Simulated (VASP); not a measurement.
# Si in VASP: work function with PBE

Aim: the work function of Si with PBE.

Program: VASP 6.6.1. These are calculated values, not measurements. Logs are shortened: lines on timing, memory, paths and dates and some standing lists are left out, and cuts for length are marked.

## (1) Starting point

The cell holds a slab with vacuum, 24 atoms: a = 7.734 Å, b = 3.867 Å, c = 29.639 Å, α = 90.00°, β = 90.00°, γ = 90.00°.

The cell was built by a generator and needn't be a form met in nature.

## (2) Work function, PBE

File INCAR:

```
SYSTEM = Si
PREC = Accurate
ENCUT = 520
EDIFF = 1E-7
ISMEAR = 0
SIGMA = 0.03
LREAL = .FALSE.
LASPH = .TRUE.
NELM = 80
ALGO = Normal
ISIF = 2
LWAVE = .FALSE.
LCHARG = .TRUE.
LDIPOL = .TRUE.
IDIPOL = 3
DIPOL = 0.5 0.5 0.500
GGA = PE
LVHAR = .TRUE.
LVACPOTAV = .TRUE.
KPAR = 8
```

File KPOINTS:

```
regular mesh
0
G
  4 7 1
  0 0 0
```

File POSCAR:

```
Si                                      
1.0
    7.7337965900      0.0000000000      0.0000000000
    0.0000000000      3.8668983000      0.0000000000
    0.0000000000      0.0000000000     29.6387050000
  Si            
    24
Direct
     0.8532714711317618    0.0000000000797977    0.2680782893238737
     0.5713401847430117    0.0000000000320492    0.2429263992165109
     0.5228346160517034    0.5000000000344490    0.2894029882791874
     0.9943993619224278    0.5000000000373098    0.2928413832258166
     0.2629453938710850    0.5000000000243927    0.3334917828037068
     0.7470274202603642    0.5000000000518016    0.3434837903343405
     0.7565846535189024    0.0000000000215269    0.3885103603976626
     0.2595306733663543    0.0000000000172477    0.3809547274101530
     0.5012230382713301    0.0000000000223385    0.4317766480330277
     0.0153051984144982    0.0000000000089913    0.4298751007711316
     0.0130857981755629    0.5000000000057500    0.4756249548383089
     0.5030456654466263    0.5000000000088616    0.4782662310054314
     0.7630151528919104    0.4999999999883362    0.5218132639681269
     0.2529156903224742    0.4999999999824724    0.5243406150866822
     0.2514269499926915    0.9999999999805159    0.5701517758186417
     0.7654974843167727    0.9999999999795354    0.5682379633455873
     0.0059442171259920    0.9999999999698691    0.6190436159013691
     0.5105875573653667    0.9999999999791115    0.6115267267013161
     0.5009543399724813    0.4999999999536889    0.6565426986406242
     0.0102019137308851    0.4999999999739493    0.6664597997295729
     0.2728796955862278    0.4999999999494903    0.7096649328434392
     0.7446595775993103    0.4999999999767112    0.7082330339363038
     0.6023327316500772    0.9999999999651005    0.7323978247646679
     0.3189912142721832    0.9999999999567016    0.7563550936245178
```

Potentials or basis: VASP PAW PBE potentials, release 64 (Si).

Started as:

```console
$ cat potpaw_PBE.64/Si/POTCAR > POTCAR
$ mpirun -np 8 vasp_std > vasp.out
```

OUTCAR:

```text
SYSTEM = Si
   PREC = Accurate
   ENCUT = 520
   EDIFF = 1E-7
   ISMEAR = 0
   LREAL = .FALSE.
   LASPH = .TRUE.
   NELM = 80
   ISIF = 2
   GGA = PE

 ion  position               nearest neighbor table
   1  0.853  0.000  0.268-   2 2.30   4 2.34   4 2.34   6 3.07   6 3.07
   2  0.571  0.000  0.243-   1 2.30   3 2.40   3 2.40
   3  0.523  0.500  0.289-   6 2.36   5 2.40   2 2.40   2 2.40
   4  0.994  0.500  0.293-   1 2.34   1 2.34   5 2.40   6 2.43
   5  0.263  0.500  0.333-   8 2.39   8 2.39   3 2.40   4 2.40
   6  0.747  0.500  0.343-   7 2.35   7 2.35   3 2.36   4 2.43   1 3.07   1 3.07
   7  0.757  0.000  0.389-  10 2.35   6 2.35   6 2.35   9 2.35
   8  0.260  0.000  0.381-  10 2.38   5 2.39   5 2.39   9 2.40
   9  0.501  0.000  0.432-   7 2.35  12 2.37  12 2.37   8 2.40
  10  0.015  0.000  0.430-   7 2.35  11 2.36  11 2.36   8 2.38
  11  0.013  0.500  0.476-  14 2.35  10 2.36  10 2.36  13 2.37
  12  0.503  0.500  0.478-  14 2.37   9 2.37   9 2.37  13 2.39
  13  0.763  0.500  0.522-  11 2.37  16 2.37  16 2.37  12 2.39
  14  0.253  0.500  0.524-  11 2.35  15 2.36  15 2.36  12 2.37
  15  0.251  1.000  0.570-  18 2.35  14 2.36  14 2.36  17 2.39
  16  0.765  1.000  0.568-  18 2.35  13 2.37  13 2.37  17 2.39
  17  0.006  1.000  0.619-  15 2.39  20 2.39  20 2.39  16 2.39
  18  0.511  1.000  0.612-  15 2.35  19 2.35  19 2.35  16 2.35
  19  0.501  0.500  0.657-  18 2.35  18 2.35  21 2.36  22 2.43  23 3.07  23 3.07
  20  0.010  0.500  0.666-  17 2.39  17 2.39  22 2.40  21 2.40
  21  0.273  0.500  0.710-  19 2.36  20 2.40  24 2.40  24 2.40
  22  0.745  0.500  0.708-  23 2.34  23 2.34  20 2.40  19 2.43
  23  0.602  1.000  0.732-  24 2.30  22 2.34  22 2.34  19 3.07  19 3.07
  24  0.319  1.000  0.756-  23 2.30  21 2.40  21 2.40

  LATTYP: Found a simple orthorhombic cell.
 ALAT       =     3.8668983000
 B/A-ratio  =     1.9999999974
 C/A-ratio  =     7.6647231710

  Lattice vectors:

 A1 = (   0.0000000000,  -3.8668983000,   0.0000000000)
 A2 = (   7.7337965900,   0.0000000000,   0.0000000000)
 A3 = (   0.0000000000,   0.0000000000,  29.6387050000)

Analysis of symmetry for initial positions (statically):
=====================================================================
 Subroutine PRICEL returns:
 Original cell was already a primitive cell.

 Routine SETGRP: Setting up the symmetry group for a
 simple orthorhombic supercell.

 Subroutine GETGRP returns: Found  2 space group operations
 (whereof  2 operations were pure point group operations)
 out of a pool of  8 trial point group operations.

The static configuration has the point symmetry C_1h.

Analysis of symmetry for dynamics (positions and initial velocities):
[... 156 lines left out ...]
   EFERMI =   0.00;   METHOD = LEGACY
   ISMEAR =     0;   SIGMA  =   0.03  broadening in eV -4-tet -1-fermi 0-gaus
   EFERMI_NEDOS =   21; number of points for ismear=-14 and -15
   IALGO  =     38    algorithm
   IMIX   =      4    mixing-type and parameters
     AMIX     =   0.40;   BMIX     =  1.00
     AMIX_MAG =   1.60;   BMIX_MAG =  1.00
  volume/ion in A,a.u.               =      36.93       249.23
  Fermi-wavevector in a.u.,A,eV,Ry     =   0.780358  1.474662  8.285377  0.608958
  Thomas-Fermi vector in A             =   1.883652
   LORBIT       =      0    0 simple, 1 ext, 2 COOP (PROOUT), +10 PAW based schemes
   GGA     = PE    functional components
   LHFCALC =     F    Hartree Fock is set to
   AEXX    =    0.0000 exact exchange contribution
   IVDW    =     0    specifies the selected vdW correction
   LEPSILON=     F    determine dielectric tensor
   LRPA    =     F    only Hartree local field effects (RPA)
 non-spin polarized calculation
 Gauss-broadening in eV      SIGMA  =   0.03
  energy-cutoff  :      520.00
  volume of cell :      886.37
 maximum number of plane-waves:     23927
 NGX is ok and might be reduce to    60
   NGX = 29   NGY = 15   NGZ =111

 dipolmoment           0.000000      0.000000      0.000095 electrons x Angstroem

 number of electron      95.9999996 magnetization

 dipolmoment           0.000000      0.000000     -0.000358 electrons x Angstroem

 Free energy of the ion-electron system (eV)
  ---------------------------------------------------
  ext. energy  EPLUGINS =         0.00000000
  ---------------------------------------------------
  free energy    TOTEN  =      -125.36561306 eV

  energy without entropy =     -125.36561306  energy(sigma->0) =     -125.36561306

 E-fermi :   1.0122     XC(G=0):  -5.6692

 val. band max:        0.8693818833   @ k =   0.2500   0.1429   0.0000
 cond. band min:       1.2183724707   @ k =   0.0000   0.4286   0.0000
 fundamental gap:      0.3489905873
 Fermi energy:         1.0122421598

 k-point     1 :       0.0000    0.0000    0.0000
  band No.  band energies     occupation
      1     -10.9116      2.00000
      2     -10.7680      2.00000
      3     -10.3234      2.00000
      4      -9.6212      2.00000
      5      -8.9468      2.00000
      6      -8.8512      2.00000
[... 745 lines left out ...]
     59       3.3226      0.00000
     60       3.4578      0.00000
 [bands above 60 left out]

------------------------ aborting loop because EDIFF is reached ----------------------------------------

  FORCE on cell =-STRESS in cart. coord.  units (eV):
  Direction    XX          YY          ZZ          XY          YZ          ZX
  --------------------------------------------------------------------------------------
  -------------------------------------------------------------------------------------
  Total       -4.7239368      0.8945610     -0.2648387      0.0000000      0.0000000     -0.0550360
  in kB       -8.5388609      1.6169843     -0.4787153      0.0000000      0.0000000     -0.0994817
  external PRESSURE =      -2.4668639 kB  Pullay stress =       0.0000000 kB

 VOLUME and BASIS-vectors are now :
 -----------------------------------------------------------------------------
  energy-cutoff  :      520.00
  volume of cell :      886.37
      direct lattice vectors                 reciprocal lattice vectors
     7.733796590  0.000000000  0.000000000     0.129302599  0.000000000  0.000000000
     0.000000000  3.866898300  0.000000000     0.000000000  0.258605198  0.000000000
     0.000000000  0.000000000 29.638705000     0.000000000  0.000000000  0.033739666

 POSITION                                       TOTAL-FORCE (eV/Angst)
 -----------------------------------------------------------------------------------
      6.59903      0.00000      7.94549         0.000613      0.000000     -0.001721
      4.41863      0.00000      7.20002         0.005651      0.000000      0.003504
      4.04350      1.93345      8.57753         0.003951      0.000000      0.006368
      7.69048      1.93345      8.67944        -0.000923      0.000000      0.000764
      2.03357      1.93345      9.88426        -0.002109      0.000000      0.003580
      5.77736      1.93345     10.18041         0.000614      0.000000     -0.000916
[... 16 lines left out ...]
      4.65832      3.86690     21.70732         0.004084      0.000000      0.000046
      2.46701      3.86690     22.41739         0.001327      0.000000     -0.001908
 -----------------------------------------------------------------------------------
    total drift:                                0.000036      0.000000     -0.000019

  FREE ENERGIE OF THE ION-ELECTRON SYSTEM (eV)
  ---------------------------------------------------
  free  energy   TOTEN  =      -125.3656130609 eV

  energy  without entropy=     -125.3656130609  energy(sigma->0) =     -125.36561306

 vacuum level on the upper side and lower side of the slab         5.880         5.882
```

stdout:

```text
POSCAR found type information on POSCAR Si
 POSCAR found :  1 types and      24 ions
 scaLAPACK will be used
 -----------------------------------------------------------------------------
|                                                                             |
[... 45 lines left out ...]
|     field-free region was found. Please increase the size of  your cell     |
|     in the dimension of the dipole correction to obtain accurate            |
|     workfunction values.                                                    |
|                                                                             |
 -----------------------------------------------------------------------------
```

It took 2.7 min on 8 MPI ranks of AMD EPYC 9R45 (Zen 5), shared host; peak memory 1 GiB.

Results:

* Free energy: -125.3656 eV
* Largest force: 0.010 eV/Å
* Band gap on the k mesh: 0.35 eV, indirect (least direct gap 0.58 eV)
* Ionisation potential of the upper face: 5.01 eV

Forces in eV/Å, atoms in the order of the input:
```
Si   0.001  0.000 -0.002
Si   0.006  0.000  0.004
Si   0.004  0.000  0.006
Si  -0.001  0.000  0.001
Si  -0.002  0.000  0.004
Si   0.001  0.000 -0.001
Si   0.000  0.000  0.003
Si   0.005  0.000  0.008
Si  -0.002  0.000 -0.001
Si  -0.001  0.000 -0.003
Si  -0.003  0.000  0.009
Si  -0.004  0.000 -0.006
Si  -0.001  0.000 -0.003
Si  -0.002  0.000  0.000
Si  -0.001  0.000  0.007
Si   0.000  0.000 -0.001
Si  -0.003  0.000 -0.009
Si   0.002  0.000 -0.005
Si  -0.005  0.000  0.000
Si   0.001  0.000 -0.004
Si   0.003  0.000 -0.003
Si  -0.002  0.000 -0.004
Si   0.004  0.000  0.000
Si   0.001  0.000 -0.002
```

PBE gaps usually lie below the measured ones, often by a third to a half.
